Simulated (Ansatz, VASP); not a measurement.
MgO: VASP beside Ansatz

INCAR

```
SYSTEM = MgO
ALGO = Normal
EDIFF = 1E-7
ENCUT = 520
GGA = PS
ISIF = 2
ISMEAR = 0
LASPH = .TRUE.
LCHARG = .FALSE.
LREAL = .FALSE.
LWAVE = .FALSE.
NBANDS = 16
NELM = 100
PREC = Accurate
SIGMA = 0.05
```

KPOINTS

```
k-points
0
G
  9 9 6
  0 0 0
```

POSCAR

```
MgO
1.0
    3.3773564079      0.0000000000      0.0000000000
   -1.6886782040      2.9248764469      0.0000000000
    0.0000000000      0.0000000000      4.4521300693
Mg O
2 2
Direct
    0.6666666667      0.3333333333      0.7500000000
    0.3333333333      0.6666666667      0.2500000000
    0.6666666667      0.3333333333      0.2500000000
    0.3333333333      0.6666666667      0.7500000000
```

Input for Ansatz:

```yaml
crystal:
  lattice:
    - [3.3773564079, 0.0, 0.0]
    - [-1.688678204, 2.9248764469, 0.0]
    - [0.0, 0.0, 4.4521300693]
  atoms:
    - { symbol: Mg, position: [0.6666666667, 0.3333333333, 0.75] }
    - { symbol: Mg, position: [0.3333333333, 0.6666666667, 0.25] }
    - { symbol: O, position: [0.6666666667, 0.3333333333, 0.25] }
    - { symbol: O, position: [0.3333333333, 0.6666666667, 0.75] }
basis:
  ecutwfc: 420
kpoints:
  mp_grid: { grid: [9, 9, 6] }
hamiltonian:
  xc: pbesol
scf:
  occupations: { method: gaussian, width: 0.05 }
output:
  forces: true
  stress: true
  eigenvalues: true
```

Alike in both runs: task single point; functional PBEsol; k mesh 9 × 9 × 6; occupations gaussian, width 0.05 eV; no spin polarisation.

```csv
,VASP,Ansatz
version,VASP 6.6.1,Ansatz 0.2.0
potentials or method,"VASP PAW PBE potentials, release 64 (Mg, O)","scalar-relativistic, plane waves, PAW"
plane-wave cutoff (eV),520,420
valence electrons in the cell,16,32
```

```csv
,VASP,Ansatz,Ansatz less VASP
gap on the k mesh at the Fermi level (eV),3.21,3.22,+0.005
least direct gap on the mesh (eV),3.21,3.22,+0.005
pressure (GPa),2.6,2.8,+0.27
largest component of the traceless stress (GPa),9.98,9.84,-0.139
```

With one functional, cell and mesh, what is left measures potentials, basis and numerics. The two sets of potentials don't hold the same shells in valence.

Caveats: the PAW data sets were made with another functional, which shifts forces and pressure a little (VASP). As with any semilocal functional, this PBEsol gap is likely too small.
